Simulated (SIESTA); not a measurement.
## Sb under changes of volume

One of the cells (27.501 Å³/atom); the others are scaled copies at fixed shape and fractional positions:

```
Sb
1.0
    -1.58698    1.58698    2.72990
     1.58698   -1.58698    2.72990
     1.58698    1.58698   -2.72990
Sb
1
Cartesian
  0.0000 0.0000 0.0000
```

This isn't the form of Sb at room conditions, which is rhombohedral.

* Program: SIESTA 5.4.2
* Functional: PBE
* Potentials or basis: PseudoDojo 0.4 standard (PBE files)
* Basis: DZP (energy shift 0.002 Ry)
* Grid cutoff: 500 Ry
* Energy shift: 0.002 Ry
* k mesh: 12 × 12 × 12
* Occupations: fermi-dirac, width 0.05 eV
* Spin: no spin polarisation

```csv
volume (Å³/atom),energy over the lowest point (meV/atom),pressure (GPa)
25.344,88.60,9.4
25.883,58.54,7.5
26.423,36.40,5.8
27.501,10.20,2.8
28.040,?,?
28.580,0.00,0.4
```

Task: What does the run at 28.040 Å³/atom give?

Result: Energy over the lowest point 3.09 meV/atom; pressure 1.5 GPa.

Worked out: A Birch-Murnaghan fit of order 3 (a polynomial in V^(-2/3)) to the other rows has its minimum at 29.34 Å³/atom, just outside them, with B0 = V·E''(V) = 19.9 GPa (rough, since the energies scatter) at fixed shape and positions, which overstates the stiffness. It gives 3.60 meV/atom at 28.040 Å³/atom, against the run's 3.09, and -dE/dV = 1.5 GPa, against 1.5.

Energies are extrapolated to zero smearing.

Caveats: semicore shells carry a single zeta, which can move pressures by several GPa and volumes by a few percent; the basis of atomic orbitals isn't converged, which shifts pressures, moduli and gaps.
